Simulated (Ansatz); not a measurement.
# C: the cost of one run

Method: DFT PBEsol, scalar-relativistic, plane waves, PAW, in Ansatz 0.2.0.

### Step 1. The system as given

The structure is monoclinic, space group C2/m (No. 12). The conventional cell has a = 4.255 Å, b = 2.457 Å, c = 3.765 Å, α = 90.00°, β = 111.49°, γ = 90.00°. C (site symmetry m) has 3 C at 1.42 Å as nearest neighbours.

Cell or atoms stand a little off a more symmetric structure (R-3m at a tolerance of 0.3 Å), so results at this geometry aren't those of that ideal crystal.

Structure file:

```
C
1.0
     2.12732   -1.22828    0.00000
     2.12732    1.22828    0.00000
    -1.37907    0.00000    3.50283
C
2
Direct
  0.83336 0.83336 0.00009
  0.16664 0.16664 0.99991
```

The structure comes from the Materials Project (structure only).

### Step 2. Functional and cell changed: PBEsol

Against the listed cell: strain xx, yy, zz, yz, xz, xy = +1.5, +5.5, +3.4, +0.0, -0.6, +0.0 %; atoms moved by 0.03 Å root mean square, at most 0.03 Å.

File input.yaml:

```yaml
crystal:
  lattice:
    - [2.1596343027, -1.2955186208, -0.0119768133]
    - [2.1596343027, 1.2955186208, -0.0119768133]
    - [-1.4197386319, 0.0, 3.6306712557]
  atoms:
    - { symbol: C, position: [0.8282028076, 0.8282028076, 0.0038029893] }
    - { symbol: C, position: [0.1717971924, 0.1717971924, 0.9961970107] }
basis:
  ecutwfc: 420
kpoints:
  mp_grid: { grid: [16, 16, 10] }
hamiltonian:
  xc: pbesol
scf:
  occupations: { method: gaussian, width: 0.05 }
output:
  forces: true
  stress: true
  eigenvalues: true
  populations: true
```

Started as:

```
$ ansatz run input.yaml --threads 1 --pin off --max-ram 1331MiB --backend cpu --events-out ev --progress --plain --runs-dir out
```

What time and memory should one allow on 1 thread of an x86-64 CPU, shared host?

About 18 s, with a peak of 0.4 GiB.
